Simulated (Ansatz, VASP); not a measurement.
# Os in VASP and in Ansatz

```
Os
1.0
     2.71209    0.00000    0.00000
    -1.35605    2.34874    0.00000
     0.00000    0.00000    6.57478
Os
3
Direct
  0.33338 0.00000 0.33333
  0.00000 0.33338 0.66667
  0.66662 0.66662 0.00000
```

Alike in both runs: functional PBEsol; k mesh 6 × 6 × 4; occupations gaussian, width 0.1 eV; no spin polarisation.

Ansatz relaxed the structure, and its values are those at the end. VASP's run is a single point on that final structure, the one shown.

|  | VASP | Ansatz |
| --- | --- | --- |
| version | VASP 6.6.1 | Ansatz 0.2.0 |
| potentials or method | VASP PAW PBE potentials, release 64 (Os) | scalar-relativistic, plane waves, PAW |
| plane-wave cutoff (eV) | 520 | 420 |
| valence electrons in the cell | 24 | 48 |

```csv
,VASP,Ansatz,Ansatz less VASP
gap on the k mesh at the Fermi level (eV),none,none,-
pressure (GPa),0.5,0.0,-0.48
```

A gap of «none» marks a metal or a gap that the smearing closes. The two sets of potentials don't hold the same shells in valence.

Caveats: the k mesh is coarse (spacing up to 0.45 Å⁻¹), so the values aren't converged; the PAW data sets were made with another functional, which shifts forces and pressure a little (VASP). Spin-orbit coupling is left out, which matters for the levels of Os.
